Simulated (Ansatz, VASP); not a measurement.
**SiGe (h-BN type (invented)): VASP beside Ansatz**

One calculation is typed for both programs; each brings its own data sets. How far apart do they land? The cell is generated by rule, not measured, and may not be a known phase. The two relaxations start from unlike cells of this crystal (the structure described is Ansatz's start), so only their ends are compared.

Program: Ansatz 0.2.0. Level of theory: plane waves, with VASP 6.6.1 beside it; relaxation of cell and atoms at PBE with D3(BJ). Results are calculated unless marked as measured.

## 1. The starting structure

The structure is hexagonal, space group P6_3/mmc (No. 194). Conventional cell: a = 3.850 Å, b = 3.850 Å, c = 7.020 Å, α = 90.00°, β = 90.00°, γ = 120.00°. Ge has 3 Si at 2.22 Å nearest. Si has 3 Ge at 2.22 Å nearest. Farther neighbours are not listed.

Coordinates:

```cif
data_structure
_symmetry_space_group_name_H-M 'P 1'
_symmetry_Int_Tables_number 1
_cell_length_a 3.8503
_cell_length_b 3.8503
_cell_length_c 7.0200
_cell_angle_alpha 90.000
_cell_angle_beta 90.000
_cell_angle_gamma 120.000
_cell_volume 90.13
loop_
_atom_site_label
_atom_site_type_symbol
_atom_site_fract_x
_atom_site_fract_y
_atom_site_fract_z
_atom_site_occupancy
Ge1 Ge 0.33333 0.66667 0.25000 1
Ge2 Ge 0.66667 0.33333 0.75000 1
Si3 Si 0.66667 0.33333 0.25000 1
Si4 Si 0.33333 0.66667 0.75000 1
```

## 2. Ansatz: relaxation of cell and atoms, PBE with D3(BJ)

Ansatz runs on its default PAW (the set named soft_2) files.

The relaxed volume is the usual yardstick between codes: in a stiff, nearly cubic crystal its relative difference is about their pressure difference at one cell divided by the bulk modulus.

input.yaml reads:

```yaml
crystal:
  lattice:
    - [3.850348, 0.0, 0.0]
    - [-1.925174, 3.334499, 0.0]
    - [0.0, 0.0, 7.02]
  atoms:
    - { symbol: Ge, position: [0.333333, 0.666667, 0.25] }
    - { symbol: Ge, position: [0.666667, 0.333333, 0.75] }
    - { symbol: Si, position: [0.666667, 0.333333, 0.25] }
    - { symbol: Si, position: [0.333333, 0.666667, 0.75] }
kpoints:
  mp_grid: { grid: [12, 12, 6] }
hamiltonian:
  xc: pbe
  dispersion: d3bj
scf:
  occupations: { method: gaussian, width: 0.1 }
output:
  forces: true
  stress: true
  eigenvalues: true
relax:
  adjacent_minimum: "off"
  f_tol: 0.005
  max_steps: 80
  cell: { stress_tol: 0.05 }
```

On the command line:

```console
$ ansatz run input.yaml --threads 2 --pin off --max-ram 5120MiB --backend cpu --events-out ev --progress --plain --runs-dir out
```

Numbers of over 12 decimals in the logs are rounded to 6 here.

The program printed:

```text
Warning: the atoms were moved onto the symmetric positions of the space group found under crystal.symmetry.tolerance 1.0e-5 (fractional; no operation is sought that the atoms, as they stand in a round, miss by more than twice it, and no atom is moved by as much as it), and the run uses the moved positions. Before a round's move an operation carried an atom to 3.85e-6 Å from where it should land, the largest such dist [...]
Engine: ansatz 0.2.0, aarch64-unknown-linux-gnu
Pseudopotentials: kind: paw
Pseudopotential: Ge, paw, valence charge 14, recommended cutoff 420 eV (normal), Ge.paw.azcp
Pseudopotential: Si, paw, valence charge 4, recommended cutoff 420 eV (normal), Si.paw.azcp
Functional definition: PBE
  parameter kappa = 0.804
  parameter beta = 0.066725
  exchange = pbe_x(kappa = kappa, mu = beta*pi^2/3)
  correlation = pbe_c(beta = beta)
Crystal: 4 atoms, lattice volume = 90.130 Å³
Basis set: ecut = 420 eV, 1763 PW (Γ), exchange–correlation on 54×54×96 points (8 copies of the dense FFT grid, shifted against one another)
Bands: 22, of which v1, the nominal top of the filled ones, is band 18 counted from 1 (17 counted from 0)
Symmetry: 24 space group operations
Space group: P63/mmc (ITA 194), of the structure as read, at distance tolerance 4.5e-5 Å
k-points: 76 of 864
Non-local potential: Ge, projectors of the file, l = 0: 2, l = 1: 2, l = 2: 3, l = 3: 1
Non-local potential: Si, projectors of the file, l = 0: 2, l = 1: 2, l = 2: 2
PAW form: soft (Blöchl's): semilocal exchange-correlation on the pseudo side does not see the compensation charge
PAW one-centre angular grid: Ge, 590 points (default); XC on 64 Gauss nodes
PAW one-centre angular grid: Si, 110 points (default); XC on 64 Gauss nodes
Initial density: superposition of atomic densities (neutral atoms: chi_scale 0, normalization atom), corrected by the library's trained network
Initial wavefunctions: pseudopotential atomic-orbital guess
Functional: x = pbe(κ = 0.804, μ = 0.219515), c = pbe(β = 0.066725)
SCF iter   1: F=—  HF=-9860.229994 eV  |F-HF|=—  |Δ(HF+E_count)|=         —  Δρ=1.96e-3  dr2=2.82e-3  ethr=1.77e-3  ⟨swp⟩=5.6  Hψ=7948  notcnv=0
[...]
SCF iter   7: F=—  HF=-9861.280902 eV  |F-HF|=—  |Δ(HF+E_count)|=   2.19e-8  Δρ=3.08e-7  dr2=3.37e-11  ethr=1.00e-12  ⟨swp⟩=3.9  Hψ=7828  notcnv=0
SCF iter   8: F=-9861.280902 eV  HF=-9861.280902 eV  |F-HF|=0.00e0  |Δ(HF+E_count)|=  2.80e-10  Δρ=1.94e-8  dr2=1.14e-13  ethr=1.00e-12  ⟨swp⟩=4.0  Hψ=5352  notcnv=0
SCF 9 converged in 8 iterations: F = -9861.280902 eV  dr2 = 1.14e-13
relax step   9: F+E_penalty+E_count = -9861.28090249 eV  Δ(F+E_penalty+E_count) = -5.906e-3 eV  max|allowed force component| = 4.279e-17 eV/Å  Δτ_max = 0.0000 Å  P = +0.125 GPa  Ω = 82.689 Å³  stress off target by 2.05e-1 GPa  SCF on the basis re-selected at this cell (its energy is not comparable with the rows above)  (8 SCF iters)
[...]
relax step  10: F+E_penalty+E_count = -9861.28099101 eV  Δ(F+E_penalty+E_count) = -8.852e-5 eV  max|allowed force component| = 2.128e-16 eV/Å  Δτ_max = 0.0000 Å  P = -0.020 GPa  Ω = 82.850 Å³  energy of the carried Pulay correction = -2.657e-5 eV  (3 SCF iters, dr2 threshold 1.05e-7 eV, accepted)
[...]
relax step  11: F+E_penalty+E_count = -9861.28102226 eV  Δ(F+E_penalty+E_count) = -3.125e-5 eV  max|allowed force component| = 1.515e-16 eV/Å  Δτ_max = 0.0000 Å  P = -0.001 GPa  Ω = 82.829 Å³  energy of the carried Pulay correction = -2.303e-5 eV  (4 SCF iters, dr2 threshold 1.16e-8 eV, accepted)
[...]
relax step  12: F+E_penalty+E_count = -9861.28104352 eV  Δ(F+E_penalty+E_count) = -2.126e-5 eV  max|allowed force component| = 1.411e-16 eV/Å  Δτ_max = 0.0000 Å  P = -0.001 GPa  Ω = 82.829 Å³  stress off target by 1.56e-3 GPa  SCF on the basis re-selected at this cell (its energy is not comparable with the rows above)  (5 SCF iters)
basis re-selected at this cell: Δ(F+E_penalty+E_count) = -2.126e-5 eV, ΔP = +0.000 GPa vs the last step (what re-selecting the basis moved, of the pressure what is left beyond the Pulay correction that the steps carried, after the strain that the cell walked since its last selection, with what the two solves' SCF thresholds leave and, on support functions, any second-order correction that the steps lacked; it is no m [...]
SCF converged after 5 iterations
Free energy (F): -9861.281044 eV
Harris-Foulkes:  -9861.281044 eV  (|F-HF|=0.00e0)
Internal energy: -9861.272924 eV  (E = F + TS)
E sigma→0 (E₀):  -9861.276984 eV
Entropy (-TS):   -0.008120 eV (-2.030 meV/atom)
Fermi energy:    7.701950 eV
--- Per-component energies (eV) ---
  E_band       = -292.324194
  E_kinetic    = 302.026817
  E_local      = -5257.669117  (includes V_loc(G=0)·N_el)
  E_nonlocal   = 887.437536
  E_hartree    = 2312.625499
  E_xc         = -261.481352
  E_vxc        = -222.554259  (∫ρ·V_xc dr)
  E_paw        = -5062.743868  (= ΣΔE_a)
  E_vpaw       = -626.816887  (= ΣTr[D̂ρ^β])
  E_aug_tail   = 0.000677  (compensation charges beyond the density's cutoff)
  E_ewald      = -2780.239170
  E_disp       = -1.229946  (pairwise vdW)
  E_smearing   = -0.008120  (= −TS)
  E_closure    = 0.000000  (closes the sum)
  Σ components = -9861.281044   (vs F -9861.281044, Δ=0.00e0)
--- Forces (eV/Å), atoms counted from 1 ---
  atom   1  Ge    -0.00000000     0.00000000     0.00000000
  atom   2  Ge     0.00000000    -0.00000000     0.00000000
  atom   3  Si    -0.00000000    -0.00000000     0.00000000
  atom   4  Si    -0.00000000     0.00000000     0.00000000
  max |Σ_I F_I| component: 2.78e-17 eV/Å
--- Stress (GPa, compression-positive) ---
       -0.000855      -0.000000       0.000000
        0.000000      -0.000855      -0.000000
        0.000000      -0.000000      -0.001559
  P = ⅓ Tr σ = -0.0011 GPa (-0.011 kbar)
--- Band table (eV; the first three rows and the last of 76) ---
  k-point 0: bands = [... 14 lower, 4.9554, 4.9554, 7.7271, 7.7271, 8.6036, 9.1932, 9.1932, 9.3094]
  k-point 1: bands = [... 14 lower, 5.0782, 5.0782, 7.4110, 7.4110, 7.4249, 9.3212, 9.3212, 10.7254]
  k-point 2: bands = [... 14 lower, 5.4389, 5.4389, 6.2098, 6.7232, 6.7232, 9.6168, 9.7013, 9.7013]
  k-point 75: bands = [... 14 lower, 3.5010, 3.5010, 9.1251, 9.1251, 9.2709, 9.2709, 11.9647, 11.9647]
--- Relaxed structure (10 steps of the walk, 10 accepted, 2 SCFs on fresh bases) ---
  F+E_penalty+E_count = -9861.28104352 eV   max|allowed force component| = 1.411e-16 eV/Å   (the final SCF, on the basis selected at the relaxed cell)
  cell:  # Å, volume = 82.8293 Å³
    - [4.229320, 0, 9.966557645108568e-18]
    - [-2.114660, 3.662699, -4.983278822554288e-18]
    - [1.8171146237135412e-17, 0, 5.347026]
  atoms:
    - { symbol: Ge, position: [0.333333, 0.666667, 0.250000] }
    - { symbol: Ge, position: [0.666667, 0.333333, 0.750000] }
    - { symbol: Si, position: [0.666667, 0.333333, 0.250000] }
    - { symbol: Si, position: [0.333333, 0.666667, 0.750000] }
```

## 3. VASP: relaxation of cell and atoms, PBE with D3(BJ)

Its own start cell and the same functional, mesh and smearing now go to VASP, with its own data sets.

Lines of VASP's logs that name or quote its potential files are left out, and so is its time.

INCAR reads:

```
SYSTEM = SiGe
PREC = Accurate
ENCUT = 500
EDIFF = 1E-07
NELM = 120
ISMEAR = 0
SIGMA = 0.1
LREAL = .FALSE.
ALGO = Normal
GGA = PE
IVDW = 12
NBANDS = 24
LORBIT = 11
LWAVE = .FALSE.
LCHARG = .FALSE.
ISIF = 3
IBRION = 2
NSW = 80
EDIFFG = -0.005
LASPH = .TRUE.
GGA_COMPAT = .FALSE.
NELMIN = 4
KPAR = 2
```

POSCAR reads:

```
SiGe
1.0
    4.2240618701      0.0000000000      0.0000000000
   -2.1120309350      3.6581446519      0.0000000000
    0.0000000000      0.0000000000      5.3503686464
Ge Si
2 2
Direct
    0.3333332834      0.6666665667      0.2500000000
    0.6666667166      0.3333334333      0.7500000000
    0.6666667166      0.3333334333      0.2500000000
    0.3333332834      0.6666665667      0.7500000000
```

KPOINTS reads:

```
Automatic mesh
0
Gamma
12 12 6
0 0 0
```

The projector-augmented-wave data sets are Ge_d and Si (PBE family, release 64).

On the command line:

```console
$ mpirun -np 2 vasp_std
```

The program printed:

```text
[banner, memory and clock lines left out]
running    2 mpi-ranks, on    1 nodes
 distrk:  each k-point on    1 cores,    2 groups
 distr:  one band on    1 cores,    1 groups

 POSCAR found type information on POSCAR GeSi
 POSCAR found :  2 types and       4 ions
 LDA part: xc-table for (Slater+PW92), standard interpolation
 POSCAR, INCAR and KPOINTS ok, starting setup
 FFT: planning ... GRIDC
 FFT: planning ... GRID_SOFT
 FFT: planning ... GRID
 WAVECAR not read
 entering main loop
       N       E                     dE             d eps       ncg     rms          rms(c)
DAV:   1     0.258161207130E+03    0.25816E+03   -0.17795E+04  4224   0.313E+03
DAV:   2     0.209154534510E+02   -0.23725E+03   -0.23077E+03  3704   0.679E+02
DAV:   3    -0.170276445026E+02   -0.37943E+02   -0.37436E+02  4560   0.155E+02
DAV:   4    -0.184567579437E+02   -0.14291E+01   -0.14284E+01  4248   0.340E+01
DAV:   5    -0.184894857952E+02   -0.32728E-01   -0.32725E-01  4664   0.569E+00    0.471E+00
DAV:   6    -0.183937765521E+02    0.95709E-01   -0.57388E-02  4944   0.229E+00    0.277E+00
DAV:   7    -0.183413978943E+02    0.52379E-01   -0.77154E-02  4304   0.226E+00    0.168E-01
DAV:   8    -0.183425895708E+02   -0.11917E-02   -0.82585E-03  4552   0.110E+00    0.955E-02
DAV:   9    -0.183430594788E+02   -0.46991E-03   -0.58908E-04  4344   0.166E-01    0.365E-02
DAV:  10    -0.183431207965E+02   -0.61318E-04   -0.10158E-04  4528   0.866E-02    0.122E-02
DAV:  11    -0.183431261705E+02   -0.53740E-05   -0.13693E-05  4624   0.523E-02    0.372E-03
DAV:  12    -0.183431271313E+02   -0.96076E-06   -0.18016E-06  4488   0.134E-02    0.114E-03
DAV:  13    -0.183431271303E+02    0.97225E-09   -0.23285E-07  3568   0.538E-03
   1 F= -.19575396E+02 E0= -.19571251E+02  d E =-.195754E+02
[...]
2 F= -.19575420E+02 E0= -.19571321E+02  d E =-.240286E-04
[...]
3 F= -.19575424E+02 E0= -.19571310E+02  d E =-.282390E-04
[...]
4 F= -.19575424E+02 E0= -.19571314E+02  d E =-.284744E-04
 curvature:  -0.52 expect dE=-0.876E-05 dE for cont linesearch -0.105E-07
 trial: gam= 0.18068 g(F)=  0.330E-41 g(S)=  0.170E-04 ort =-0.144E-05 (trialstep = 0.948E+00)
 search vector abs. value=  0.198E-04
 bond charge predicted
       N       E                     dE             d eps       ncg     rms          rms(c)
DAV:   1    -0.183444652415E+02    0.18284E-03   -0.14853E-03  4400   0.377E-01    0.511E-02
DAV:   2    -0.183444098834E+02    0.55358E-04   -0.99494E-05  4872   0.143E-01    0.304E-02
DAV:   3    -0.183443822482E+02    0.27635E-04   -0.46416E-05  4824   0.966E-02    0.340E-03
DAV:   4    -0.183443832703E+02   -0.10221E-05   -0.12533E-05  4224   0.423E-02    0.239E-03
DAV:   5    -0.183443834151E+02   -0.14477E-06   -0.44059E-07  4096   0.910E-03    0.753E-04
DAV:   6    -0.183443834216E+02   -0.64874E-08   -0.36640E-08  2256   0.327E-03
   5 F= -.19575434E+02 E0= -.19571340E+02  d E =-.943015E-05
 trial-energy change:   -0.000009  1 .order   -0.000009   -0.000016   -0.000002
 step:   1.1236(harm=  1.1236)  dis= 0.00000  next Energy=   -19.575434 (dE=-0.940E-05)
 reached required accuracy - stopping structural energy minimisation
```

From OUTCAR (step 3):

```text
ion  position               nearest neighbor table
   1  0.333  0.667  0.250-   3 2.44   3 2.44   3 2.44   4 2.68   4 2.68
   2  0.667  0.333  0.750-   4 2.44   4 2.44   4 2.44   3 2.68   3 2.68
   3  0.667  0.333  0.250-   1 2.44   1 2.44   1 2.44   2 2.68   2 2.68
   4  0.333  0.667  0.750-   2 2.44   2 2.44   2 2.44   1 2.68   1 2.68

  LATTYP: Found a hexagonal cell.
 ALAT       =     4.2240618701
 C/A-ratio  =     1.2666406911

 Subroutine GETGRP returns: Found 24 space group operations
 (whereof 12 operations were pure point group operations)

The static configuration has the point symmetry D_3d.
 The point group associated with its full space group is D_6h.

 Found     76 irreducible k-points:

   k-points           NKPTS =     76   k-points in BZ     NKDIM =     76   number of bands    NBANDS=     24

   dimension x,y,z NGX =    32 NGY =   32 NGZ =   40
   dimension x,y,z NGXF=    64 NGYF=   64 NGZF=   80

   ENCUT  =  500.0 eV  36.75 Ry    6.06 a.u.   7.70  7.70  9.75*2*pi/ulx,y,z

   NELECT =      36.0000    total number of electrons

 k-points in reciprocal lattice and weights: Automatic mesh
   0.00000000  0.00000000  0.00000000       0.001
   0.08333333  0.00000000  0.00000000       0.007
   0.16666667  0.00000000  0.00000000       0.007
   0.25000000 -0.00000000  0.00000000       0.007
   0.33333333  0.00000000  0.00000000       0.007
   0.41666667 -0.00000000  0.00000000       0.007
   0.50000000 -0.00000000  0.00000000       0.003
   0.08333333  0.08333333  0.00000000       0.007
   0.16666667  0.08333333  0.00000000       0.014
[...]
0.33333333  0.25000000  0.50000000       0.014
   0.33333333  0.33333333  0.50000000       0.002

 Edisp (eV)   -1.23078

 average (electrostatic) potential at core
       1 -73.4553       2 -73.4553       3 -84.0601       4 -84.0601

 E-fermi :   5.5564

 k-point     1 :       0.0000    0.0000    0.0000
  band No.  band energies     occupation
    ...
     14       1.9743      2.00000
     15       2.8096      2.00000
     16       2.8096      2.00000
     17       5.5786      0.75291
     18       5.5786      0.75278
     19       6.4673      0.00000
     20       7.0528      0.00000
     21       7.0528      0.00000
     22       7.1789      0.00000
     23      10.2141      0.00000
    ...

 k-point     2 :       0.0833    0.0000    0.0000
  band No.  band energies     occupation
    ...
     14       1.0994      2.00000
     15       2.6887      2.00000
     16       3.6088      2.00000
     17       4.8545      2.00000
     18       5.4768      1.73952
     19       6.2288      0.00000
     20       6.9976      0.00000
     21       7.3128      0.00000
     22       7.8369      0.00000
     23      10.2418      0.00000
    ...

 k-point     3 :       0.1667    0.0000    0.0000
  band No.  band energies     occupation
    ...
     14       0.1011      2.00000
     15       2.4048      2.00000
     16       3.7002      2.00000
     17       4.3841      2.00000
     18       5.2295      2.00000
     19       5.6290      0.30422
     20       7.1591      0.00000
     21       8.0155      0.00000
     22       8.5434      0.00000
     23      10.6324      0.00000
    ...

 Edisp (eV)   -1.23105

  Total      -0.00447    -0.00447    -0.00759    -0.00000     0.00000    -0.00000
  in kB      -0.08661    -0.08661    -0.14690    -0.00000     0.00000    -0.00000
  external pressure =       -0.11 kB  Pullay stress =        0.00 kB

  energy-cutoff  :      500.00
  volume of cell :       82.74
      direct lattice vectors                 reciprocal lattice vectors
     4.226919986  0.000000000 -0.000000000     0.236578881  0.136588889 -0.000000000
    -2.113459993  3.660619852  0.000000000    -0.000000000  0.273177779 -0.000000000
     0.000000000  0.000000000  5.347634512     0.000000000 -0.000000000  0.186998569

 POSITION                                       TOTAL-FORCE (eV/Angst)
 -----------------------------------------------------------------------------------
      0.00000      2.44041      1.33691        -0.000000      0.000000      0.000000
      2.11346      1.22021      4.01073         0.000000     -0.000000      0.000000
      2.11346      1.22021      1.33691         0.000000      0.000000     -0.000000
      0.00000      2.44041      4.01073         0.000000     -0.000000      0.000000
 -----------------------------------------------------------------------------------
    total drift:                                0.000021     -0.000027     -0.000002

  FREE ENERGIE OF THE ION-ELECTRON SYSTEM (eV)
  ---------------------------------------------------
  free  energy   TOTEN  =       -19.5754336982 eV

  energy  without entropy=      -19.5672468549  energy(sigma->0) =      -19.57134028

 reached required accuracy - stopping structural energy minimisation

 total charge
# of ion       s       p       d       tot
------------------------------------------
    1        1.164   1.194  10.037  12.395
    2        1.164   1.194  10.037  12.395
    3        0.812   0.800   0.000   1.612
    4        0.812   0.800   0.000   1.612
--------------------------------------------------
tot          3.953   3.988  20.073  28.014

[... 3 further parts left out ...]
```

Dispersion corrections of this kind ignore metallic screening and tend to overbind metals.

## 4. Comparison

Known differences besides the potentials themselves: the cutoff is 420 eV in Ansatz and 500 eV in VASP; Ansatz adds a Pulay correction to the stress that steers its cell, VASP none. Total energies have different zeros and are not compared.

Compared:

```csv
quantity,Ansatz,VASP,difference
volume (Å³),82.83,82.74,+0.10 %
"edge a after relaxation, in the typed setting (Å)",4.229,4.227,+0.06 %
"edge c after relaxation, in the typed setting (Å)",5.347,5.348,-0.01 %
```

## 5. Results

```yaml
difference_in_volume_relaxation_of_cell_and_atoms_pbe_with_d3_bj: 0.10 %
```

**Reading.** The difference in volume is 0.10 % (relaxation of cell and atoms, PBE with D3(BJ)), within the 1.2 % picked in this series as the mark of a large difference, as far as the stopping tolerances let one tell. How closely two codes agree says nothing of how well the functional describes the real material.

[Lines on the potential files, build, host, timing and source positions are cut from VASP's logs without a mark.]

[Logs are printed without paths, hosts, clocks, repeated set-up lines and the standing remarks that a program may print on its own settings, such as how far it seeks lower states.]

[Hosts, paths, dates, database ids (printed as entryN), source tags and the programs' standing remarks are cut or masked in the printed files.]
